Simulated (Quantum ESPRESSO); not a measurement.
# Ga (C2/c) in Quantum ESPRESSO: notebook, part 2 of 2

Quantum ESPRESSO 7.5.

### 3 Single point, r2SCAN, 17.43 Å³/atom

The input, pw.in:

```
&CONTROL
  calculation = 'scf'
  prefix = 'pwscf'
  outdir = './tmp'
  pseudo_dir = './pseudo'
  tprnfor = .true.
  tstress = .true.
  disk_io = 'nowf'
/
&SYSTEM
  ibrav = 0
  nat = 2
  ntyp = 1
  ecutwfc = 88
  nbnd = 20
  input_dft = 'r2scan'
  occupations = 'smearing'
  smearing = 'fd'
  degauss = 0.00367493
  nosym = .true.
  nr1 = 60
  nr2 = 60
  nr3 = 40
/
&ELECTRONS
  conv_thr = 1d-08
  electron_maxstep = 120
  mixing_beta = 0.5
/
ATOMIC_SPECIES
Ga    69.7230 Ga_ONCV_PBE-1.2.upf
CELL_PARAMETERS angstrom
   1.3547675884   -3.9443034667    0.0000000000
   1.3547675884    3.9443034667    0.0000000000
  -0.1150499344    0.0000000000    3.2619526240
ATOMIC_POSITIONS crystal
Ga     0.1310000000    0.8690000000    0.7500000000
Ga     0.8690000000    0.1310000000    0.2500000000
K_POINTS automatic
4 4 3 0 0 0
```

Potentials or basis: SG15 PBE 1.2.

Started as:

```sh
$ OMP_NUM_THREADS=1 mpirun -n 2 pw.x -nk 2 -in pw.in > pw.out
```

Wall time 75 s (2 MPI ranks of Arm Neoverse V2, shared host); peak memory 0.22 GiB.

It converged, with:

```yaml
Free_energy: -3540.0988 eV
Pressure: 2.3 GPa
Largest_force: 0.033 eV/Å
Band_gap_on_the_k_mesh: none (metal or under the smearing width)
```

Caveat: the k mesh is coarse (spacing up to 0.64 Å⁻¹), so the values aren't converged; the potentials were made for another functional, which shifts forces and pressure.

### 4 Single point, r2SCAN, 17.80 Å³/atom

pw.in: that of step 3 with these lines changed.

```diff
@@ -32,5 +32,5 @@
 CELL_PARAMETERS angstrom
-   1.3547675884   -3.9443034667    0.0000000000
-   1.3547675884    3.9443034667    0.0000000000
-  -0.1150499344    0.0000000000    3.2619526240
+   1.3643085195   -3.9720811669    0.0000000000
+   1.3643085195    3.9720811669    0.0000000000
+  -0.1158601719    0.0000000000    3.2849248782
 ATOMIC_POSITIONS crystal
```

Started as:

```sh
$ OMP_NUM_THREADS=1 mpirun -n 2 pw.x -nk 2 -in pw.in > pw.out
```

Run time: 76 s. Hardware: 2 MPI ranks of Arm Neoverse V2, shared host; peak memory 0.24 GiB.

It converged, with:

| Quantity | Value |
| --- | --- |
| Free energy | -3540.1063 eV |
| Pressure | 0.9 GPa |
| Largest force | 0.061 eV/Å |
| Band gap on the k mesh | none (metal or under the smearing width) |

Caveat: the k mesh is coarse (spacing up to 0.64 Å⁻¹), so the values aren't converged; the potentials were made for another functional, which shifts forces and pressure.

### 5 Single point, r2SCAN, 18.17 Å³/atom

pw.in: that of step 4 with these lines changed.

```diff
@@ -32,5 +32,5 @@
 CELL_PARAMETERS angstrom
-   1.3643085195   -3.9720811669    0.0000000000
-   1.3643085195    3.9720811669    0.0000000000
-  -0.1158601719    0.0000000000    3.2849248782
+   1.3737178411   -3.9994756958    0.0000000000
+   1.3737178411    3.9994756958    0.0000000000
+  -0.1166592328    0.0000000000    3.3075802485
 ATOMIC_POSITIONS crystal
```

Started as:

```sh
$ OMP_NUM_THREADS=1 mpirun -n 2 pw.x -nk 2 -in pw.in > pw.out
```

Run time: 76 s. Hardware: 2 MPI ranks of Arm Neoverse V2, shared host; peak memory 0.24 GiB.

It converged, with:

- Free energy: -3540.1074 eV
- Pressure: -0.5 GPa
- Largest force: 0.096 eV/Å
- Band gap on the k mesh: none (metal or under the smearing width)

Caveat: the k mesh is coarse (spacing up to 0.63 Å⁻¹), so the values aren't converged; the potentials were made for another functional, which shifts forces and pressure.

### 6 Single point, r2SCAN, 18.54 Å³/atom

pw.in: that of step 5 with these lines changed.

```diff
@@ -32,5 +32,5 @@
 CELL_PARAMETERS angstrom
-   1.3737178411   -3.9994756958    0.0000000000
-   1.3737178411    3.9994756958    0.0000000000
-  -0.1166592328    0.0000000000    3.3075802485
+   1.3830000000   -4.0265000000    0.0000000000
+   1.3830000000    4.0265000000    0.0000000000
+  -0.1174474948    0.0000000000    3.3299294416
 ATOMIC_POSITIONS crystal
```

Potentials or basis: SG15 PBE 1.2.

Started as:

```sh
$ OMP_NUM_THREADS=1 mpirun -n 2 pw.x -nk 2 -in pw.in > pw.out
```

Run time: 74 s. Hardware: 2 MPI ranks of Arm Neoverse V2, shared host; peak memory 0.22 GiB.

Results (log left out):

```
Free energy            : -3540.1025 eV
Pressure               : -1.6 GPa
Largest force          : 0.134 eV/Å
Band gap on the k mesh : none (metal or under the smearing width)
```

Caveat: the k mesh is coarse (spacing up to 0.63 Å⁻¹), so the values aren't converged; the potentials were made for another functional, which shifts forces and pressure.

### 7 Single point, r2SCAN, 18.91 Å³/atom

pw.in: that of step 6 with these lines changed.

```diff
@@ -32,5 +32,5 @@
 CELL_PARAMETERS angstrom
-   1.3830000000   -4.0265000000    0.0000000000
-   1.3830000000    4.0265000000    0.0000000000
-  -0.1174474948    0.0000000000    3.3299294416
+   1.3921592073   -4.0531663400    0.0000000000
+   1.3921592073    4.0531663400    0.0000000000
+  -0.1182253154    0.0000000000    3.3519825971
 ATOMIC_POSITIONS crystal
```

Started as:

```sh
$ OMP_NUM_THREADS=1 mpirun -n 2 pw.x -nk 2 -in pw.in > pw.out
```

Wall time 76 s (2 MPI ranks of Arm Neoverse V2, shared host); peak memory 0.24 GiB.

The run converged. Its results:

```
Free energy            : -3540.0925 eV
Pressure               : -2.7 GPa
Largest force          : 0.170 eV/Å
Band gap on the k mesh : none (metal or under the smearing width)
```

Caveat: the k mesh is coarse (spacing up to 0.62 Å⁻¹), so the values aren't converged; the potentials were made for another functional, which shifts forces and pressure.

### 8 Single point, r2SCAN, 19.28 Å³/atom

pw.in: that of step 7 with these lines changed.

```diff
@@ -32,5 +32,5 @@
 CELL_PARAMETERS angstrom
-   1.3921592073   -4.0531663400    0.0000000000
-   1.3921592073    4.0531663400    0.0000000000
-  -0.1182253154    0.0000000000    3.3519825971
+   1.4011994555   -4.0794863395    0.0000000000
+   1.4011994555    4.0794863395    0.0000000000
+  -0.1189930338    0.0000000000    3.3737493278
 ATOMIC_POSITIONS crystal
```

Started as:

```sh
$ OMP_NUM_THREADS=1 mpirun -n 2 pw.x -nk 2 -in pw.in > pw.out
```

It took 71 s on 2 MPI ranks of Arm Neoverse V2, shared host; peak memory 0.24 GiB.

The run converged. Its results:

| Property | Result |
| --- | --- |
| Free energy | -3540.0780 eV |
| Pressure | -3.6 GPa |
| Largest force | 0.203 eV/Å |
| Band gap on the k mesh | none (metal or under the smearing width) |

Caveat: the k mesh is coarse (spacing up to 0.62 Å⁻¹), so the values aren't converged; the potentials were made for another functional, which shifts forces and pressure.

### 9 Single point, r2SCAN, 19.66 Å³/atom

pw.in: that of step 8 with these lines changed.

```diff
@@ -32,5 +32,5 @@
 CELL_PARAMETERS angstrom
-   1.4011994555   -4.0794863395    0.0000000000
-   1.4011994555    4.0794863395    0.0000000000
-  -0.1189930338    0.0000000000    3.3737493278
+   1.4101245334   -4.1054710295    0.0000000000
+   1.4101245334    4.1054710295    0.0000000000
+  -0.1197509717    0.0000000000    3.3952387564
 ATOMIC_POSITIONS crystal
```

Potentials or basis: SG15 PBE 1.2.

Started as:

```sh
$ OMP_NUM_THREADS=1 mpirun -n 2 pw.x -nk 2 -in pw.in > pw.out
```

Run time: 77 s. Hardware: 2 MPI ranks of Arm Neoverse V2, shared host; peak memory 0.24 GiB.

The run converged. Its results:

```
Free energy            : -3540.0596 eV
Pressure               : -4.4 GPa
Largest force          : 0.230 eV/Å
Band gap on the k mesh : none (metal or under the smearing width)
```

Caveat: the k mesh is coarse (spacing up to 0.62 Å⁻¹), so the values aren't converged; the potentials were made for another functional, which shifts forces and pressure.

### 10 Equation of state, r2SCAN

No new run: the results of the series are fitted here.

Results:

```
Equilibrium volume                        : 18.04 Å³/atom
Bulk modulus at fixed shape and positions : 64 GPa
Pressure derivative of the bulk modulus   : 5.2 (rough: it moves with the points fitted)
```

Energy against volume, from the lowest point:
```
volume (Å³/atom)  energy (meV/atom)
          17.431               4.26
          17.801               0.51
          18.172               0.00
          18.543               2.42
          18.914               7.43
          19.285              14.68
          19.656              23.86
```

Caveat: the k mesh is coarse (spacing up to 0.63 Å⁻¹), so the values aren't converged; the potentials were made for another functional, which shifts forces and pressure; the cell was scaled at fixed shape and fractional positions, which overstates the stiffness of a crystal with free parameters, most of all of layers and chains.

### 11 For comparison

An earlier run on the cell as given: functional PBEsol; potentials or basis GBRV 1.5 PBEsol; cutoff 762 eV; density cutoff 6095 eV; k mesh 10 × 10 × 8; occupations fermi-dirac, width 0.05 eV; no spin polarisation.

- Pressure: -1.9 GPa
- Largest force: 0.195 eV/Å
- Band gap on the k mesh: none (metal or under the smearing width)

### 12 Summary

```tsv
task	level	potentials or basis	k mesh	cutoff (eV)	SCF threshold	symmetry	mesh quality	gap on the mesh (eV)	pressure (GPa)	largest force (eV/Å)
band structure	PBEsol	GBRV 1.5 PBEsol	10 × 10 × 8	762	4e-10 Ry	-	not flagged	none	-1.9	0.20
equation of state	r2SCAN	SG15 PBE 1.2	4 × 4 × 3	1197	1e-08 Ry	off	coarse	-	-	-
single point	PBEsol	GBRV 1.5 PBEsol	10 × 10 × 8	762	4e-10 Ry	-	not flagged	none	-1.9	0.20
```

Alike in all rows: no spin polarisation; cell as given; smearing fermi-dirac 0.05 eV.

Caveats: some runs use coarse meshes; the potentials were made for another functional, which shifts forces and pressure (some runs); the cell was scaled at fixed shape and fractional positions, which overstates the stiffness of a crystal with free parameters, most of all of layers and chains (some runs).

Absolute energies hang on the potentials; compare differences alone.
